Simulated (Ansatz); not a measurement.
Isolated molecules relaxed with PBE0-D4/def2-TZVP in Ansatz; ΔE leaves out vibrations. CCSD(T)/CBS adds triple-zeta CCSD(T) − MP2 to the extrapolated MP2 energy (def2 sets, frozen cores). This one scheme is used for every species. DFT in def2-TZVPP. Each species was taken in one conformer, which may not be the lowest.

Reaction (ligand exchange at a B–C bond): `BC(F)(F)F` + `C[SiH](S)Cl` → `BS[SiH](C)Cl` + `FC(F)F`

| level | ΔE (kJ/mol) |
| --- | --- |
| ωB97M-V | -110.6 |
| MP2/def2-SVP | -124.5 |
| CCSD/def2-TZVPP | -113.3 |
| MP2/def2-QZVPP | -122.4 |

Problem. What does CCSD(T)/CBS give? (Best estimate.)

Solution. Ansatz gave: -115.0 kJ/mol. The listed levels differ from it by 4.4, -9.5, 1.7, -7.4 kJ/mol.

Problem. What do rigid-rotor, harmonic-oscillator terms from PBE0-D4/def2-TZVP frequencies (298.15 K, 1 bar) make of the CCSD(T)/CBS value? (Estimate.)

Solution. Ansatz gave: ΔZPE = +12.4 kJ/mol, ΔH = -104.0 kJ/mol, ΔS = -16 J/(mol·K), ΔG = -99.3 kJ/mol.

Largest T1 diagnostic among the species: 0.013.

At CCSD(T), def2-SVP lies −4.8 kJ/mol from the extrapolated value and def2-TZVPP −2.0 kJ/mol. In def2-TZVPP, CCSD(T) changes the Hartree–Fock value by −13.8 kJ/mol (the triples alone add −3.7 kJ/mol) and MP2 by −20.6 kJ/mol.

CCSD(T)/CBS has its own doubt, a few kJ/mol and more with outer-core shells, so smaller differences from it don't rank the levels.
